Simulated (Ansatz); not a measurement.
# MgO at 9 GPa: from Born charge to LO–TO splitting and polaron coupling

Computed with Ansatz 0.2.0, DFT PBE, scalar-relativistic, plane waves, PAW. Plane waves to 420 eV; Γ-centred k mesh 10×10×10; fixed occupations. No spin polarisation. Phonons by linear response, acoustic sum rule imposed.

The cell, relaxed at 9 GPa:
Space group Fm-3m (No. 225). a = 4.178 Å, b = 4.178 Å, c = 4.178 Å, α = 90.00°, β = 90.00°, γ = 90.00°
```
atom site symmetry x y z
  Mg    4a m-3m  0.0000  0.0000  0.0000
   O    4b m-3m  0.5000  0.0000  0.0000
```

Linear response gives ν_TO = 415.1 cm⁻¹, Born charges ±1.975 e (positive on Mg) and ε∞ = 3.176. The primitive cell holds 18.231 Å³, and the masses are 24.305 and 15.999 amu.

Q: Find ν_LO and the static dielectric constant.

A: The long-wave field adds a restoring force: ω_LO² − ω_TO² = Z*²e²/(ε_vac ε∞ μV). In these units ν_LO² − ν_TO² = 4.92064×10⁷ Z*²/(μ V ε∞) cm⁻², with μ = m₁m₂/(m₁ + m₂) = 9.648 amu: 343654 cm⁻². So ν_LO = √(415.1² + 343654) = 718.3 cm⁻¹, and the run gives 718.3. Lyddane–Sachs–Teller then gives ε0 = ε∞ (ν_LO/ν_TO)² = 9.51, against 9.51 in the run (it forms both from the same three quantities, so the match checks the arithmetic only). Between ν_TO and ν_LO the dielectric function is negative and an undamped crystal reflects fully: a reststrahlen band from 13.9 to 24.1 μm.

Q: What do the Clausius–Mossotti polarisability and the Szigeti charge come to?

A: With the Lorentz local field, α = (3V/4π)(ε∞ − 1)/(ε∞ + 2) = 1.83 Å³ for the pair, and e_S = 3Z*/(ε∞ + 2) = 1.14 e. The Born charge includes the electrons' response to the dipole's own local field, and e_S takes that enhancement out. The Lorentz field assumes point-like polarisable ions, a fair picture at this small ε∞.

Q: How strongly does a slow electron couple to the LO mode?

A: For one isotropic parabolic band, Fröhlich's constant is α_F = (1/ε∞ − 1/ε0) √(m* Ry/ħω_LO), with Ry = 13.606 eV, ħω_LO = 89.1 meV and m* in free-electron masses: α_F = 0.2097 × 12.36 × √m* = 2.59 √m*. The band mass isn't part of this run; for m* = 0.1, 0.3 and 1 it gives 0.82, 1.42, 2.59. In weak coupling the polaron lies α_F ħω_LO below the band edge (126 meV at m* = 0.3) with a mass m*(1 + α_F/6); past α_F of about 5 or 6 that expansion fails. A semilocal functional's ε∞ tends to be too large, which taken alone lowers α_F.

Cost: 1 run of about 0.17 core-minutes, on Arm Neoverse V1 (shared hosts).

The LO–TO splitting is large because nearly divalent dynamical charges sit on light ions in a small cell, with little electronic screening between them. In squared frequency, the long-range Coulomb term exceeds the whole TO restoring force, and the lattice therefore supplies most of the static dielectric constant. The Born charge of 1.975 e fits the ionic picture of a filled O 2p shell and an empty Mg 3s shell, but it measures the polarisation produced by displacement, not the charge residing on an ion. That the Szigeti charge falls well below the nominal value probably reflects short-range distortion of the oxygen shell as neighbouring ions overlap, rather than a static charge of that size.

For electrons, the dispersive, s-like conduction-band minimum of MgO suggests a large polaron at weak to intermediate coupling. The estimate doesn't carry over to holes, whose heavy, degenerate O 2p bands violate the one-band assumption and favour stronger localisation. With a single pressure computed, the effect of compression on the splitting or the coupling remains open.
